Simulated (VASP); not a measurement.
# Al (Fm-3m) in VASP: further runs

Runs on Al. Level: PBE. Tasks: single point.

All numbers are computed with VASP 6.6.1; they aren't measurements. Logs are shortened: lines on timing, memory, paths and dates and some standing lists are left out, and cuts for length are marked.

### 1 The crystal as given

Symmetry: Fm-3m, No. 225, cubic system. Conventional cell: a = 4.050 Å, b = 4.050 Å, c = 4.050 Å, α = 90.00°, β = 90.00°, γ = 90.00°. Al (site symmetry m-3m) is surrounded by 12 Al at 2.86 Å.

### 2 Single point, PBE

The input, INCAR:

```
SYSTEM = Al
PREC = Accurate
ENCUT = 500
EDIFF = 1E-7
ISMEAR = -1
SIGMA = 0.1
LREAL = .False.
LASPH = .True.
NELM = 100
ALGO = Normal
ISIF = 2
LWAVE = .False.
LCHARG = .False.
GGA = PE
NBANDS = 8
ADDGRID = .False.
```

The input, KPOINTS:

```
regular mesh
0
Gamma
  12 12 12
  0 0 0
```

The input, POSCAR:

```
Al
1.0
   -0.0142710000      2.0302060000      1.9470980000
    2.0319350000     -0.0386130000      1.9714400000
    2.0296090000      2.0522230000     -0.0362870000
Al
1
Direct
    0.0259050000     -0.0062880000     -0.0081470000
```

Potentials or basis: VASP PAW PBE potentials, release 64 (Al).

Started as:

```
$ cat potpaw_PBE.64/Al/POTCAR > POTCAR
$ mpirun -np 1 vasp_std > vasp.out
```

OUTCAR:

```text
SYSTEM = Al
   PREC = Accurate
   ENCUT = 500
   EDIFF = 1E-7
   ISMEAR = -1
   LREAL = .False.
   LASPH = .True.
   NELM = 100
   ISIF = 2
   GGA = PE

 Found    868 irreducible k-points:

 Following reciprocal coordinates:
            Coordinates               Weight
  0.000000  0.000000  0.000000      1.000000
  0.083333 -0.000000  0.000000      2.000000
  0.166667  0.000000 -0.000000      2.000000
  0.250000  0.000000 -0.000000      2.000000
  0.333333  0.000000 -0.000000      2.000000
  0.416667  0.000000 -0.000000      2.000000
   k-points           NKPTS =    868   k-points in BZ     NKDIM =    868   number of bands    NBANDS=      8
   number of dos      NEDOS =    301   number of ions     NIONS =      1
   total plane-waves  NPLWV =  13824
   dimension x,y,z NGX =    24 NGY =   24 NGZ =   24
   dimension x,y,z NGXF=    48 NGYF=   48 NGZF=   48
   ions per type =               1
   NGX,Y,Z   is equivalent  to a cutoff of  14.18, 14.09, 13.82 a.u.
   NGXF,Y,Z  is equivalent  to a cutoff of  28.37, 28.18, 27.64 a.u.
 SYSTEM =  Al
   PREC   = accura    normal or accurate (medium, high low for compatibility)
   ISTART =      0    job   : 0-new  1-cont  2-samecut
   ICHARG =      2    charge: 1-file 2-atom 10-const
   ISPIN  =      1    spin polarized calculation?
   LNONCOLLINEAR =      F non collinear calculations
   LSORBIT =      F    spin-orbit coupling
   LASPH  =      T    aspherical Exc in radial PAW
   ENCUT  =  500.0 eV  36.75 Ry    6.06 a.u.   5.13  5.16  5.26*2*pi/ulx,y,z
   NELM   =    100;   NELMIN=  2; NELMDL= -5     # of ELM steps
   EDIFF  = 0.1E-06   stopping-criterion for ELM
   LREAL  =      F    real-space projection
   EDIFFG = 0.1E-05   stopping-criterion for IOM
   NSW    =      0    number of steps for IOM
   IBRION =     -1    ionic relax: 0-MD 1-quasi-New 2-CG
   NFREE  =      0    steps in history (QN), initial steepest desc. (CG)
   ISIF   =      2    stress and relaxation
   ISYM   =      2    0-nonsym 1-usesym 2-fastsym
   POTIM  = 0.5000    time-step for ionic-motion
   TEBEG  =    0.0;   TEEND  =   0.0 temperature during run
   PSTRESS=    0.0 pullay stress
   NELECT =       3.0000    total number of electrons
   NUPDOWN=      -1.0000    fix difference up-down
   EMIN   =  10.00;   EMAX   =-10.00  energy-range for DOS
   EFERMI =   0.00;   METHOD = LEGACY
   ISMEAR =    -1;   SIGMA  =   0.10  broadening in eV -4-tet -1-fermi 0-gaus
   EFERMI_NEDOS =   21; number of points for ismear=-14 and -15
   IALGO  =     38    algorithm
   IMIX   =      4    mixing-type and parameters
     AMIX     =   0.40;   BMIX     =  1.00
     AMIX_MAG =   1.60;   BMIX_MAG =  1.00
  volume/ion in A,a.u.               =      16.60       112.04
  Fermi-wavevector in a.u.,A,eV,Ry     =   0.925526  1.748991 11.654732  0.856599
  Thomas-Fermi vector in A             =   2.051390
   LORBIT       =      0    0 simple, 1 ext, 2 COOP (PROOUT), +10 PAW based schemes
   GGA     = PE    functional components
   LHFCALC =     F    Hartree Fock is set to
   AEXX    =    0.0000 exact exchange contribution
   IVDW    =     0    specifies the selected vdW correction
   LEPSILON=     F    determine dielectric tensor
   LRPA    =     F    only Hartree local field effects (RPA)
 non-spin polarized calculation
  energy-cutoff  :      500.00
  volume of cell :       16.60
 maximum number of plane-waves:       435
 NGX is ok and might be reduce to    24
   NGX = 11   NGY = 11   NGZ = 11

 number of electron       3.0000000 magnetization

 Free energy of the ion-electron system (eV)
  ---------------------------------------------------
  ext. energy  EPLUGINS =         0.00000000
  ---------------------------------------------------
  free energy    TOTEN  =        -3.75500510 eV

  energy without entropy =       -3.74365242  energy(sigma->0) =       -3.74932876

 E-fermi :   7.8831     XC(G=0): -10.1735

 val. band max:        7.8815981467   @ k =   0.4167  -0.1667   0.1667
 cond. band min:       7.8844523793   @ k =  -0.0000   0.4167   0.1667
 fundamental gap:      0.0028542326
 Fermi energy:         7.8830918666

 k-point     1 :       0.0000    0.0000    0.0000
  band No.  band energies     occupation
      1      -3.1563      2.00000
      2      20.0457      0.00000
      3      20.4258      0.00000
      4      21.1326      0.00000
      5      21.4471      0.00000
      6      21.8569      0.00000
      7      22.4960      0.00000
      8      24.5322      0.00000

 k-point     2 :       0.0833   -0.0000    0.0000
  band No.  band energies     occupation
      1      -2.9662      2.00000
      2      18.0892      0.00000
      3      19.5044      0.00000
      4      20.1882      0.00000
      5      22.3125      0.00000
      6      22.5048      0.00000
      7      23.3325      0.00000
      8      25.6015      0.00000

 k-point     3 :       0.1667    0.0000   -0.0000
  band No.  band energies     occupation
      1      -2.3973      2.00000
      2      14.7384      0.00000
      3      18.7869      0.00000
      4      19.4637      0.00000
      5      22.4108      0.00000
      6      23.3527      0.00000
      7      23.9680      0.00000
      8      24.9540      0.00000

 k-point     4 :       0.2500    0.0000   -0.0000
  band No.  band energies     occupation
      1      -1.4542      2.00000
      2      11.5210      0.00000
      3      18.3235      0.00000
      4      19.0306      0.00000
      5      21.9532      0.00000
      6      22.2078      0.00000
      7      23.0459      0.00000
      8      26.1706      0.00000

 k-point     5 :       0.3333    0.0000   -0.0000
  band No.  band energies     occupation
      1      -0.1441      2.00000
      2       8.5589      0.00232
      3      18.1533      0.00000
      4      18.9122      0.00000
      5      20.6062      0.00000
      6      21.6357      0.00000
      7      22.1706      0.00000
      8      25.2700      0.00000

 k-point     6 :       0.4167    0.0000   -0.0000
  band No.  band energies     occupation
      1       1.5224      2.00000
      2       5.8940      2.00000
      3      18.2879      0.00000
      4      19.0987      0.00000
      5      19.5448      0.00000
      6      20.4917      0.00000
      7      22.4526      0.00000
      8      24.0237      0.00000

 [... further k-points ...]

------------------------ aborting loop because EDIFF is reached ----------------------------------------

  FORCE on cell =-STRESS in cart. coord.  units (eV):
  Direction    XX          YY          ZZ          XY          YZ          ZX
  --------------------------------------------------------------------------------------
  -------------------------------------------------------------------------------------
  Total       -0.0204561     -0.1840471      0.0877872      0.0396826      0.1411531      0.0162059
  in kB       -1.9740268    -17.7606866      8.4715340      3.8293986     13.6213889      1.5638835
  external PRESSURE =      -3.7543931 kB  Pullay stress =       0.0000000 kB

 VOLUME and BASIS-vectors are now :
 -----------------------------------------------------------------------------
  energy-cutoff  :      500.00
  volume of cell :       16.60
      direct lattice vectors                 reciprocal lattice vectors
    -0.014271000  2.030206000  1.947098000    -0.243600396  0.245440565  0.255882689
     2.031935000 -0.038613000  1.971440000     0.245113160 -0.237992671  0.249947439
     2.029609000  2.052223000 -0.036287000     0.245598817  0.239991210 -0.248434673

 POSITION                                       TOTAL-FORCE (eV/Angst)
 -----------------------------------------------------------------------------------
      4.03186      2.04973      1.97349         0.000000      0.000000     -0.000000
 -----------------------------------------------------------------------------------
    total drift:                                0.000000     -0.000000      0.000000

  FREE ENERGIE OF THE ION-ELECTRON SYSTEM (eV)
  ---------------------------------------------------
  free  energy   TOTEN  =        -3.7550050954 eV

  energy  without entropy=       -3.7436524192  energy(sigma->0) =       -3.74932876
```

Run time: 38 s. Hardware: 1 thread of Intel Xeon 6975P-C (Granite Rapids), shared host; peak memory 0.21 GiB.

The run converged, but some of its settings lie outside the range that counts as converged, so its numbers aren't taken as properties of the crystal.

What came out:

| Quantity | Value |
| --- | --- |
| Free energy | -3.7550 eV |
| Pressure | -0.4 GPa |
| Band gap on the k mesh | none (metal or under the smearing width) |

### 3 Single point, PBE

INCAR is that of step 2.

The input, KPOINTS:

```
regular mesh
0
Gamma
  15 15 15
  0 0 0
```

The input, POSCAR:

```
Al
1.0
    0.0000000000      2.0248050000      2.0248050000
    2.0248050000      0.0000000000      2.0248050000
    2.0248050000      2.0248050000      0.0000000000
Al
1
Direct
    0.0000000000      0.0000000000      0.0000000000
```

Potentials or basis: VASP PAW PBE potentials, release 64 (Al).

Started as:

```
$ cat potpaw_PBE.64/Al/POTCAR > POTCAR
$ mpirun -np 1 vasp_std > vasp.out
```

Run time: 5.9 s. Hardware: 1 thread of Intel Xeon 6975P-C (Granite Rapids), shared host; peak memory 0.13 GiB.

These settings aren't checked as converged: the numbers below hold their error.

What came out:

```yaml
Free_energy: -3.7523 eV
Pressure: -0.5 GPa
Band_gap_on_the_k_mesh: none (metal or under the smearing width)
```
